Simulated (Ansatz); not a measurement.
HgTe (Coloradoite) in Ansatz: the effect of functional

The system is HgTe (Coloradoite).

```xyz
2
Lattice="0.0000 3.1929 3.1929 3.1929 0.0000 3.1929 3.1929 3.1929 0.0000" Properties=species:S:1:pos:R:3 pbc="T T T"
Hg    0.0000    0.0000    0.0000
Te    4.7894    4.7894    4.7894
```

The cell isn't the ideal one: volume scaled by 0.98.

Alike in all runs:

- Program: Ansatz 0.2.0
- Task: single point
- Potentials or basis: Ansatz PAW
- k mesh: 7 × 7 × 7
- Occupations: fermi-dirac, width 0.05 eV
- Spin: no spin polarisation

| functional | cutoff | pressure (GPa) |
| --- | --- | --- |
| LDA | 420 eV (not typed: the program's choice for these potentials) | ? |
| r2SCAN | 500 eV (not typed: the program's choice for these potentials) | 4.4 |
| PBE | 420 eV (not typed: the program's choice for these potentials) | 5.8 |

**Question.** What does the run with functional LDA give?

**Answer.** Pressure 1.2 GPa.

Caveats: the PAW data sets come from PBE, with cores solved anew for the run's functional, which leaves a small shift of forces and pressure (some runs).
